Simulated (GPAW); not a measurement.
Write an ASE script for GPAW 26.7.0 that does the following.

| Property | Result |
| --- | --- |
| Task | single point |
| Functional | PBE |
| Potentials or basis | GPAW PAW data sets (gpaw-data 1.2.1) |
| Cutoff | 600 eV |
| Basis | pw |
| k mesh | 8 × 8 × 8 |
| Occupations | fermi-dirac, width 0.05 eV |
| Spin | no spin polarisation |
| Maxiter | 120 |
| Convergence | default |

YN:

```
CELL_PARAMETERS angstrom
0.00000 2.43850 2.43850
2.43850 0.00000 2.43850
2.43850 2.43850 0.00000
ATOMIC_POSITIONS crystal
Y 0.00000 0.00000 0.00000
N 0.50000 0.50000 0.50000
```

These files were run (other wordings do the same):

run.py

```python
from ase import Atoms
from ase.dft.bandgap import bandgap
from ase.io import write
from ase.units import GPa
from gpaw import GPAW, PW

atoms = Atoms(['Y', 'N'],
              cell=[[0.0, 2.4385, 2.4385],
                    [2.4385, 0.0, 2.4385],
                    [2.4385, 2.4385, 0.0]],
              scaled_positions=[[0.0, 0.0, 0.0],
                                [0.5, 0.5, 0.5]],
              pbc=True)

calc = GPAW(mode=PW(600),
            xc='PBE',
            kpts={'size': (8, 8, 8), 'gamma': True},
            occupations={'name': 'fermi-dirac', 'width': 0.05},
            nbands=18,
            maxiter=120,
            txt='gpaw.txt')
atoms.calc = calc
energy = atoms.get_potential_energy()
forces = atoms.get_forces()
stress = atoms.get_stress()
calc.write('gs.gpw')
write('result.traj', atoms)
print(f'Energy: {energy:.6f} eV')
print('Forces (eV/A):')
print(forces.round(4))
print('Stress (GPa):', (stress / GPa).round(3))
print('Fermi level:', round(calc.get_fermi_level(), 4), 'eV')
print(f'Gap: {bandgap(calc)[0]:.4f} eV, direct: {bandgap(calc, direct=True)[0]:.4f} eV')
```

Potentials or basis: GPAW PAW data sets (gpaw-data 1.2.1), pw.

Run with:

```sh
$ OMP_NUM_THREADS=1 python run.py
```

Results of the run:

```yaml
Pressure: -2.6 GPa
Band_gap_on_the_k_mesh: 0.19 eV, indirect (least direct gap 0.58 eV)
```

Caveat: the cutoff is short for stress and forces, so pressures can be off by a GPa or more.

It took 11 s on 1 thread of Arm Neoverse V1 (shared host), peak memory 0.14 GiB.
